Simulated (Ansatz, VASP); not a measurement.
Two plane-wave programs on KI

```
K I
1.0
     4.27322    0.00000    0.00000
     0.00000    4.27322    0.00000
     0.00000    0.00000    4.27322
K I
1 1
Direct
  0.00000 0.00000 0.00000
  0.50000 0.50000 0.50000
```

Alike in both runs: task single point; functional LDA; k mesh 6 × 6 × 6; occupations gaussian, width 0.02 eV; no spin polarisation.

|  | VASP | Ansatz |
| --- | --- | --- |
| version | VASP 6.6.1 | Ansatz 0.2.0 |
| potentials or method | VASP PAW LDA potentials, release 64 (K_sv, I) | scalar-relativistic, plane waves, PAW |
| plane-wave cutoff (eV) | 520 | 420 |
| valence electrons in the cell | 16 | 26 |

```tsv
	VASP	Ansatz	Ansatz less VASP
gap on the k mesh at the Fermi level (eV)	3.03	3.02	-0.010
least direct gap on the mesh (eV)	3.41	3.39	-0.012
pressure (GPa)	-1.6	-1.6	-0.03
```

The two sets of potentials don't hold the same shells in valence.

Caveats: spin-orbit coupling is left out, which moves the levels of the heavy elements. A k mesh can miss the band edges.
